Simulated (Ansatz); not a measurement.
# CaF2 (Fluorite): the cost of one run

Computed with Ansatz 0.2.0 (reference: DFT, r2SCAN, plane waves, PAW, unless a step's input says otherwise).

3 further runs of the same task are left out: 3 that didn't finish.

## Step 1: The starting structure

It takes space group Fm-3m (No. 225, cubic). The conventional cell has a = 5.439 Å, b = 5.439 Å, c = 5.439 Å, α = 90.00°, β = 90.00°, γ = 90.00°. Ca (site symmetry m-3m) is surrounded by 8 F at 2.36 Å. F (site symmetry -43m) has 4 Ca at 2.36 Å as nearest neighbours.

Coordinates:

```cif
data_structure
_symmetry_space_group_name_H-M 'P 1'
_symmetry_Int_Tables_number 1
_cell_length_a 3.8461
_cell_length_b 3.8461
_cell_length_c 3.8461
_cell_angle_alpha 60.000
_cell_angle_beta 60.000
_cell_angle_gamma 60.000
_cell_volume 40.23
loop_
_atom_site_label
_atom_site_type_symbol
_atom_site_fract_x
_atom_site_fract_y
_atom_site_fract_z
_atom_site_occupancy
Ca1 Ca 0.00000 0.00000 0.00000 1
F1 F 0.25000 0.25000 0.25000 1
F2 F 0.75000 0.75000 0.75000 1
```

## Step 2: The reference run

Contents of input.yaml:

```yaml
crystal:
  lattice:
    - [0.0, 2.7195928867, 2.7195928867]
    - [2.7195928867, 0.0, 2.7195928867]
    - [2.7195928867, 2.7195928867, 0.0]
  atoms:
    - { symbol: Ca, position: [0.0, 0.0, 0.0] }
    - { symbol: F, position: [0.25, 0.25, 0.25] }
    - { symbol: F, position: [0.75, 0.75, 0.75] }
kpoints:
  mp_grid: { grid: [6, 6, 6] }
hamiltonian:
  xc: r2scan
scf:
  occupations: { method: fixed }
  n_extra_bands: 4
output:
  forces: true
  stress: true
  eigenvalues: true
```

The run is started by

```bash
> ansatz run input.yaml --threads 4 --pin off --max-ram 3686MiB --backend cpu --events-out ev --progress --plain --runs-dir out
```

Q: Estimate wall time and peak memory on 4 threads of an x86-64 CPU, shared host.

About 1.8 s, with a peak of 0.43 GiB.
